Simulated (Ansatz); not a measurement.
# ¹¹⁹Sn Mössbauer parameters in SnS2

Cell: a structure deposited in the COD whose atoms were relaxed with PBE, the cell held.

```
CELL_PARAMETERS angstrom
3.60500 0.00000 0.00000
-1.80250 3.12202 0.00000
0.00000 0.00000 5.46000
ATOMIC_POSITIONS crystal
Sn 0.00000 0.00000 0.00000
S 0.66667 0.33333 0.72870
S 0.33333 0.66667 0.27130
```

Atoms are numbered from 1 in the order listed; like atoms form one site, named after its first atom.

Computed with Ansatz: DFT, PBE, plane waves and PAW, scalar-relativistic, 420 eV cutoff, Γ-centred 14×14×8 k-points, Fermi–Dirac smearing 0.02 eV.

Isomer shifts (against SnO₂) follow from the electron density at the nucleus, δ = α(ρ − ρ₀), with α = 0.099 mm s⁻¹ a₀³ and ρ₀ = 183191.44 a₀⁻³ from a line fitted to 8 measured compounds at this level of theory (rms miss 0.12 mm/s). ΔE_Q = ½eQV_zz(1 + η²/3)^½ with Q = -0.132 b for the 23.9 keV state.

Problem. Give the isomer shift and quadrupole splitting of each Sn site.

Solution. 

| site | atoms | first shell | ρ − ρ₀ (a₀⁻³) | δ (mm/s) | ΔE_Q (mm/s) | η |
| --- | --- | --- | --- | --- | --- | --- |
| Sn | 1 | 6 S at 2.55 Å | 10.7 | 1.06 | -0.06 | 0.00 |

The shift of Sn is between ionic Sn(IV) and covalent tin.

At this cell the PBE pressure is 7 GPa, so with PBE the cell would grow if it were relaxed. Without spin–orbit coupling (the program notes it for Sn) the gradients can shift somewhat, as the gap is small.

The relaxation (5 steps) took 19 s of wall time (19 s of CPU time) and 0.56 GiB at its peak, on 1 thread of Intel Xeon 6975P-C (Granite Rapids) (x86_64; 16 cores open to the job, memory cap 3.0 GiB, no GPU), a shared host with a load of 0.6 a core.
